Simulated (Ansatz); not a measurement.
Crystal: Fe2Ge.

```xyz
6
Lattice="4.1329 0.0000 0.0000 -2.0664 3.5792 0.0000 0.0000 0.0000 5.0088" Properties=species:S:1:pos:R:3 pbc="T T T"
Ge    0.0000    2.3861    3.7566
Ge    2.0664    1.1931    1.2522
Fe    0.0000    2.3861    1.2522
Fe    2.0664    1.1931    3.7566
Fe    0.0000    0.0000    2.5044
Fe    0.0000    0.0000    0.0000
```

The cell is a database's computed one.

Base run:

```yaml
Program: Ansatz 0.2.0
Functional: PBEsol
Potentials_or_basis: all-electron LAPW, scalar-relativistic
Cutoff: 312 eV (chosen from the basis error)
Basis_error_allowed: 0.002 eV/atom
k_mesh: 8 × 8 × 6
Occupations: fermi-dirac, width 0.05 eV
Spin: collinear spin, ferromagnetic start
Starting_moments: "[0.0, 0.0, 3.0, 3.0, 3.0, 3.0] μB"
```

Its results: pressure -9.0 GPa; net moment 7.62 μB per cell; site moments Ge -0.07; Fe +1.51, +2.42 μB.

The run is repeated on the same cell with these changes: functional from PBEsol to LDA. What comes out?

Pressure -16.3 GPa; net moment 7.12 μB per cell; site moments Ge -0.06; Fe +1.32, +2.32 μB.

LDA binds more tightly than PBEsol, so the same cell stands under less pressure.
